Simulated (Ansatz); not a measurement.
Ge:

```xyz
2
Lattice="0.0000 2.8289 2.8289 2.8289 0.0000 2.8289 2.8289 2.8289 0.0000" Properties=species:S:1:pos:R:3 pbc="T T T"
Ge    4.2434    4.2434    4.2434
Ge    2.8289    2.8289    2.8289
```

Below is the output of Ansatz 0.2.0 for this cell. Logs are shortened: lines on timing, memory, paths and dates and some standing lists are left out, and cuts for length are marked.

```text
Warning: RAYON_NUM_THREADS=2 ignored (pool sized by the plan → 2); use --threads N
scf.n_extra_bands = 6 over 14 filled bands (N_el = 28.0): the run solves 20 bands
Engine: ansatz 0.2.0, x86_64-unknown-linux-gnu
Pseudopotentials: kind: paw
Pseudopotential: Ge, paw, valence charge 14, recommended cutoff 420 eV (normal), Ge.paw.azcp
Functional definition: revPBE
  parameter kappa = 1.245
  parameter beta = 0.06672455060314922
  exchange = pbe_x(kappa = kappa, mu = beta*pi^2/3)
  correlation = pbe_c(beta = beta)
Crystal: 2 atoms, lattice volume = 45.278 Å³
Basis set: ecut = 420 eV, 893 PW (Γ), exchange–correlation on 54×54×54 points (8 copies of the dense FFT grid, shifted against one another)
Bands: 20, of which v1, the nominal top of the filled ones, is band 14 counted from 1 (13 counted from 0)
Symmetry: 48 space group operations
Space group: Fd-3m (ITA 227), of the structure as read, at distance tolerance 3.6e-5 Å
k-points: 29 of 512
Non-local potential: Ge, projectors of the file, l = 0: 2, l = 1: 2, l = 2: 3, l = 3: 1
PAW form: soft (Blöchl's): semilocal exchange-correlation on the pseudo side does not see the compensation charge
PAW frozen core: Ge, regenerated for the run's functional, and the local potential with it (the file was generated under x = pbe(κ = 0.804, μ = 0.2195149727645171), c = pbe(β = 0.06672455060314922))
PAW one-centre angular grid: Ge, 590 points (default); XC on 64 Gauss nodes
Initial density: superposition of atomic densities (neutral atoms: chi_scale 0, normalization atom), corrected by the library's trained network
Initial wavefunctions: pseudopotential atomic-orbital guess
Functional: x = revpbe(κ = 1.245, μ = 0.2195149727645171), c = pbe(β = 0.06672455060314922)
SCF iter   1: F=—  HF=-8598.074970 eV  |F-HF|=—  |Δ(HF+E_count)|=         —  Δρ=1.91e-3  dr2=6.79e-4  ethr=1.77e-3  ⟨swp⟩=6.0  Hψ=2763  notcnv=0  defer=2
preconditioner: auto → Kerker (q_TF=auto, 2.518 Å⁻¹)  [metal: Δε(μ)=0.108 eV  Ē_g=25.246 eV  σ=0.050 eV  W_gap=0.47  n_scr=14 (ndim 8)  ℏωp=29.2 eV  f_vac=0.074  D(μ)=0.07/eV (n_scr^D=0)]
SCF iter   2: F=—  HF=-8598.074170 eV  |F-HF|=—  |Δ(HF+E_count)|=   8.00e-4  Δρ=6.65e-4  dr2=3.01e-4  ethr=2.42e-6  ⟨swp⟩=2.0  Hψ=1196  notcnv=0  defer=11
SCF iter   3: F=—  HF=-8598.074095 eV  |F-HF|=—  |Δ(HF+E_count)|=   7.53e-5  Δρ=4.36e-4  dr2=1.51e-4  ethr=1.08e-6  ⟨swp⟩=2.0  Hψ=830  notcnv=0  defer=11
SCF iter   4: F=—  HF=-8598.074113 eV  |F-HF|=—  |Δ(HF+E_count)|=   1.81e-5  Δρ=1.95e-4  dr2=1.03e-5  ethr=5.40e-7  ⟨swp⟩=2.0  Hψ=947  notcnv=0  defer=11
SCF iter   5: F=—  HF=-8598.074117 eV  |F-HF|=—  |Δ(HF+E_count)|=   3.58e-6  Δρ=6.13e-5  dr2=2.10e-6  ethr=3.66e-8  ⟨swp⟩=2.0  Hψ=935  notcnv=0  defer=11
SCF iter   6: F=—  HF=-8598.074121 eV  |F-HF|=—  |Δ(HF+E_count)|=   4.38e-6  Δρ=1.59e-5  dr2=1.04e-7  ethr=7.51e-9  ⟨swp⟩=2.0  Hψ=659  notcnv=0  defer=11
SCF iter   7: F=-8598.074121 eV  HF=-8598.074121 eV  |F-HF|=3.24e-9  |Δ(HF+E_count)|=   3.00e-7  Δρ=5.41e-6  dr2=6.43e-9  ethr=3.57e-10  ⟨swp⟩=10.7  Hψ=3886  notcnv=0
SCF 1 converged in 7 iterations: F = -8598.074121 eV  dr2 = 6.43e-9
  greatest PAW one-centre occupation: 0.998 electrons in one spin orbital (limit 2), on the Ge atom at site 1 (counted from 0), in its partial waves of l = 2
NSCF: frozen V_eff on 142 k-points
SCF converged after 7 iterations
Free energy (F): -8598.074121 eV
Harris-Foulkes:  -8598.074121 eV  (|F-HF|=3.24e-9)
Internal energy: -8598.073554 eV  (E = F + TS)
E sigma→0 (E₀):  -8598.073837 eV
Entropy (-TS):   -0.000568 eV (-0.284 meV/atom)
Fermi energy:    8.735532 eV
--- Per-component energies (eV) ---
  E_band       = -295.706866
  E_kinetic    = 223.020583
  E_local      = -4940.361588  (includes V_loc(G=0)·N_el)
  E_nonlocal   = 836.612410
  E_hartree    = 2169.036127
  E_xc         = -151.351134
  E_vxc        = -129.156407  (∫ρ·V_xc dr)
  E_paw        = -4047.634877  (= ΣΔE_a)
  E_vpaw       = -623.901381  (= ΣTr[D̂ρ^β])
  E_aug_tail   = 0.000730  (compensation charges beyond the density's cutoff)
  E_ewald      = -2687.134708
  E_core_change = -0.261096  (= ΣΔE_core)
  E_smearing   = -0.000568  (= −TS)
  E_closure    = -0.000000  (closes the sum)
  Σ components = -8598.074121   (vs F -8598.074121, Δ=0.00e0)
--- Forces (eV/Å), atoms counted from 1 ---
  atom   1  Ge     0.00000000     0.00000000     0.00000000
  atom   2  Ge     0.00000000     0.00000000     0.00000000
  max |Σ_I F_I| component: 2.54e-17 eV/Å
--- Stress (GPa, compression-positive) ---
        4.928499      -0.000000       0.000000
       -0.000000       4.928499       0.000000
       -0.000000       0.000000       4.928499
  P = ⅓ Tr σ = 4.9285 GPa (49.285 kbar)
--- Band table (eV; the first three rows and the last of 29) ---
  k-point 0: bands = ["-16.1319", "-16.1319", "-16.1319", "-16.0965", "-16.0965", "-15.8851", "-15.8851", "-15.8851", "-15.8721", "-15.8721", "-4.0938", "8.6581", "8.6581", "8.6581", "8.7655", "11.2122", "11.2122", "11.2122", "15.2268", "18.0701"]
  k-point 1: bands = ["-16.1401", "-16.1401", "-16.1294", "-16.0850", "-16.0850", "-15.8972", "-15.8972", "-15.8881", "-15.8617", "-15.8617", "-3.9035", "6.3301", "8.3228", "8.3228", "9.7422", "11.6609", "11.6609", "12.1768", "16.1343", "17.2119"]
  k-point 2: bands = ["-16.1502", "-16.1502", "-16.1233", "-16.0678", "-16.0678", "-15.9111", "-15.9111", "-15.8953", "-15.8514", "-15.8514", "-3.3515", "3.9653", "7.7748", "7.7748", "9.3809", "12.2941", "12.2941", "14.3488", "16.7894", "16.9725"]
  k-point 28: bands = ["-16.1796", "-16.1796", "-16.0381", "-16.0381", "-15.9893", "-15.9893", "-15.9570", "-15.9570", "-15.8184", "-15.8184", "-0.1090", "-0.1090", "4.7682", "4.7682", "13.0090", "13.0090", "13.4179", "13.4179", "19.7141", "19.7141"]
```

Q: What input gives this log?

A: Band structure with revPBE, no spin polarisation. The files as run (others can give the same):

input.yaml
```yaml
crystal:
  lattice:
    - [0.0, 2.82891, 2.82891]
    - [2.82891, 0.0, 2.82891]
    - [2.82891, 2.82891, 0.0]
  atoms:
    - { symbol: Ge, position: [0.75, 0.75, 0.75] }
    - { symbol: Ge, position: [0.5, 0.5, 0.5] }
hamiltonian:
  xc: revpbe
  pseudopotentials: { kind: paw }
kpoints:
  mp_grid: { grid: [8, 8, 8] }
  band_path:
    path:
      - [[0.0, 0.0, 0.0], [0.5, 0.0, 0.5], [0.5, 0.25, 0.75], [0.375, 0.375, 0.75], [0.0, 0.0, 0.0], [0.5, 0.5, 0.5], [0.625, 0.25, 0.625], [0.5, 0.25, 0.75], [0.5, 0.5, 0.5], [0.375, 0.375, 0.75]]
      - [[0.625, 0.25, 0.625], [0.5, 0.0, 0.5]]
    npoints: 14
scf:
  occupations: { method: fermi_dirac, width: 0.05 }
  n_extra_bands: 6
output:
  forces: true
  stress: true
  eigenvalues: true
  fatbands: false
  write_density: true
  write_potential: true
  elf: true
  volumetric_format: npy
```

Potentials or basis: Ansatz PAW.
Command:
```console
$ ansatz run input.yaml --threads 2 --pin off --max-ram 5632MiB --backend cpu --events-out ev --progress --plain --runs-dir out
```

Caveat: the PAW data sets come from PBE, with cores solved anew for the run's functional, which leaves a small shift of forces and pressure.
